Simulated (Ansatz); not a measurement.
ZrB2: distorted cells

Level of theory: DFT PBE, scalar-relativistic, plane waves, PAW (Ansatz).

Settings: cutoff 420 eV, Γ-centred mesh 14×14×10 on the computed 3-atom cell, Gaussian smearing of 0.10 eV; no spin polarisation.

Reference cell:

```yaml
crystal:
  lattice:
    - [3.16500, 0.00000, 0.00000]
    - [-1.58250, 2.74097, 0.00000]
    - [0.00000, 0.00000, 3.52000]
  atoms:
    - { symbol: Zr, position: [0.00000, 0.00000, 0.00000] }
    - { symbol: B, position: [0.33333, 0.66667, 0.50000] }
    - { symbol: B, position: [0.66667, 0.33333, 0.50000] }
```

Each variant moves atoms of this cell by the vectors given, if any (Å), and then applies a symmetric strain (tensor components, Cartesian axes). The reference cell isn't relaxed at this level. Energies are per atom at zero smearing, counted from the lowest variant. Pressure is positive in compression.

1. strain (xx yy zz yz xz xy, %) -1.76 -1.01 7.61 0.00 0.00 -0.64; moves: Zr1 (0.014, 0.008, 0.000); B2 (0.022, 0.013, 0.000); B3 (-0.036, -0.021, 0.000)
2. strain (xx yy zz yz xz xy, %) 3.01 4.70 3.38 0.00 0.00 -0.60; moves: Zr1 (0.067, 0.163, 0.000); B2 (-0.111, -0.015, 0.000); B3 (0.044, -0.148, 0.000)
3. strain (xx yy zz yz xz xy, %) -1.31 -1.17 -1.08 -0.13 -0.03 0.50; moves: Zr1 (0.114, -0.200, 0.144); B2 (-0.062, 0.143, -0.264); B3 (-0.051, 0.057, 0.120)

| variant | ΔE (meV/atom) | P (GPa) | largest force (eV/Å) | gap on mesh (eV) | space group |
| --- | --- | --- | --- | --- | --- |
| 1 | 0.0 | -5.62 | 0.96 | 0 | Amm2 |
| 2 | 168.8 | -13.82 | 2.32 | 0 | Pm |
| 3 | ? | ? | ? | ? | ? |

Problem. Give the withheld rows.

Solution.
| variant | ΔE (meV/atom) | P (GPa) | largest force (eV/Å) | gap on mesh (eV) | space group |
| --- | --- | --- | --- | --- | --- |
| 3 | 588.9 | 32.11 | 7.39 | 0 | P1 |